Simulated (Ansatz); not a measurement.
# Equation of state of Ir

```yaml
crystal:
  lattice:
    - [0.00000, 1.91970, 1.91970]
    - [1.91970, 0.00000, 1.91970]
    - [1.91970, 1.91970, 0.00000]
  atoms:
    - { symbol: Ir, position: [0.00000, 0.00000, 0.00000] }
```

Conventional cell: a = 3.839 Å, b = 3.839 Å, c = 3.839 Å, α = 90.00°, β = 90.00°, γ = 90.00°. Ir (atom 1) is surrounded by 12 Ir at 2.71 Å.

The geometry is COD entry 9008470, unchecked; take it as a test cell.

No spin–orbit coupling, which matters for the heavy atoms here.

All numbers are computed: DFT, PBE, all-electron LAPW, scalar-relativistic (Ansatz 0.2.0); DFT, PBE, PAW with Ansatz's default frozen-core files, scalar-relativistic (Ansatz 0.2.0).

For LAPW: a Γ-centred 15×15×15 k mesh, Fermi–Dirac smearing of 0.05 eV, basis error target 0.5 meV/atom, no spin polarisation. PAW takes a cutoff of 420 eV at this cell. The Ansatz runs share mesh, smearing and spin set-up. Plane-wave (PAW) pressures include the program's estimate of the Pulay term.

The cell above is scaled evenly, with fractional coordinates and shape held.

**Question.** Estimate the equilibrium volume and bulk modulus that LAPW (all electrons) gives for this fixed shape.

**Answer.** V0 = 14.49 Å³/atom, B0 = 348 GPa, B0′ = 5.0, from a third-order Birch–Murnaghan fit to these pressures:
| V/V(cell) | V (Å³/atom) | P, LAPW (GPa) | P, PAW (GPa) | free energy over the lowest listed, PAW (meV/atom) |
| --- | --- | --- | --- | --- |
| 0.9400 | 13.300 | 37.09 | 37.22 | 126.9 |
| 0.9405 | 13.307 | 36.81 | 36.94 | 125.3 |
| 0.9600 | 13.583 | 26.55 | 26.65 | 70.7 |
| 0.9800 | 13.866 | 17.17 | 17.26 | 32.1 |
| 0.9900 | 14.008 | 12.89 | 12.96 | 18.7 |
| 1.0000 | 14.149 | 8.85 | 8.92 | 9.1 |
| 1.0100 | 14.291 | 5.04 | 5.10 | 2.9 |
| 1.0200 | 14.432 | 1.45 | 1.50 | 0.0 |
| 1.0400 | 14.715 | -5.12 | -5.08 | 3.3 |
| 1.0600 | 14.998 | -10.95 | -10.92 | 17.5 |

PAW's V0 lies 0.02 % from the all-electron value and its B0 0.1 %. Symmetry fixes shape and coordinates here, so this is the relaxed modulus.
